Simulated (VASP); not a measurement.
A run of VASP 6.6.1:

INCAR

```
SYSTEM = Rb
PREC = Accurate
ENCUT = 520
EDIFF = 1E-7
ISMEAR = -1
SIGMA = 0.1
LREAL = .FALSE.
LASPH = .TRUE.
NELM = 60
ALGO = Fast
ISIF = 2
LWAVE = .FALSE.
LCHARG = .FALSE.
GGA = PS
NBANDS = 26
```

KPOINTS

```
Automatic mesh
0
G
  8 8 3
  0 0 0
```

The input POSCAR:

```
Rb
1.0
    5.1049578092      0.0000000000      0.0000000000
   -2.5524789046      4.4210231480      0.0000000000
    0.0000000000      0.0000000000     16.6727922049
Rb
4
Direct
    0.0000000000      0.0000000000      0.0000000000
    0.0000000000      0.0000000000      0.5000000000
    0.3333333333      0.6666666667      0.2500000000
    0.6666666667      0.3333333333      0.7500000000
```

Potentials or basis: VASP PAW PBE potentials, release 64 (Rb_sv).

The run is started by

```console
$ cat potpaw_PBE.64/Rb_sv/POTCAR > POTCAR
$ mpirun -np 1 vasp_std > vasp.out
```

Hardware: 1 thread of AMD EPYC 9R45 (Zen 5) (shared host).

**Question.** How long does it take, and how much memory?

**Answer.** Run time: 3 min on 1 thread of AMD EPYC 9R45 (Zen 5), on a shared host, peak memory 0.49 GiB. Counts: scf iterations 16, k points 20.
